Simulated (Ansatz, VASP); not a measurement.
# Two plane-wave programs on AlN

INCAR

```
SYSTEM = AlN
PREC = Accurate
ENCUT = 520
EDIFF = 1E-7
ISMEAR = 0
SIGMA = 0.05
LREAL = .False.
LASPH = .True.
NELM = 80
ALGO = Normal
ISIF = 2
LWAVE = .False.
LCHARG = .True.
LELF = .True.
LVHAR = .True.
NBANDS = 16
```

File KPOINTS:

```
regular mesh
0
Gamma
  9 9 6
  0 0 0
```

File POSCAR:

```
AlN
1.0
    3.0113999106      0.0000000000      0.0000000000
   -1.5056999553      2.6079488235      0.0000000000
    0.0000000000      0.0000000000      4.8199946833
Al N
2 2
Direct
    0.3240411434      0.6666666667      0.0015210182
    0.6759588566      0.3333333333      0.5015210182
    0.3416263521      0.6666666667      0.3834789818
    0.6583736479      0.3333333333      0.8834789818
```

Input for Ansatz:

```yaml
crystal:
  lattice:
    - [3.0113999106, 0.0, 0.0]
    - [-1.5056999553, 2.6079488235, 0.0]
    - [0.0, 0.0, 4.8199946833]
  atoms:
    - { symbol: Al, position: [0.3240411434, 0.6666666667, 0.0015210182] }
    - { symbol: Al, position: [0.6759588566, 0.3333333333, 0.5015210182] }
    - { symbol: "N", position: [0.3416263521, 0.6666666667, 0.3834789818] }
    - { symbol: "N", position: [0.6583736479, 0.3333333333, 0.8834789818] }
basis:
  ecutwfc: 520.0
kpoints:
  mp_grid: { grid: [9, 9, 6] }
hamiltonian:
  xc: lda
  pseudopotentials: { kind: paw, azcp: { folder: soft_1 } }
scf:
  occupations: { method: gaussian, width: 0.05 }
output:
  forces: true
  stress: true
  eigenvalues: true
```

Change from the starting cell: mode 4 frozen in at -0.029 Å, equal normal strain along x, y and z -0.0250.

Alike in both runs: task single point; functional LDA; k mesh 9 × 9 × 6; occupations gaussian, width 0.05 eV; no spin polarisation.

|  | VASP | Ansatz |
| --- | --- | --- |
| version | VASP 6.6.1 | Ansatz 0.2.0 |
| potentials or method | VASP PAW LDA potentials, release 64 (Al, N) | scalar-relativistic, plane waves, PAW |
| plane-wave cutoff (eV) | 520 | 520 |
| valence electrons in the cell | 16 | 16 |

```csv
,VASP,Ansatz,Ansatz less VASP
gap on the k mesh at the Fermi level (eV),4.91,4.93,+0.020
least direct gap on the mesh (eV),5.11,5.10,-0.010
pressure (GPa),19.5,18.5,-0.96
largest component of the traceless stress (GPa),0.92,0.87,-0.047
rms of the force components (eV/Å),0.074,0.074,0.0000
```

Atom by atom the forces differ by 0.001 eV/Å (rms over components). Ansatz warned: «pseudo_functional_mismatch».

Caveats: so large a pressure means that the cell lies far from this level's equilibrium, or that cutoff or potentials fall short (VASP); an odd mesh through Γ misses points on the zone boundary, where band edges often lie.
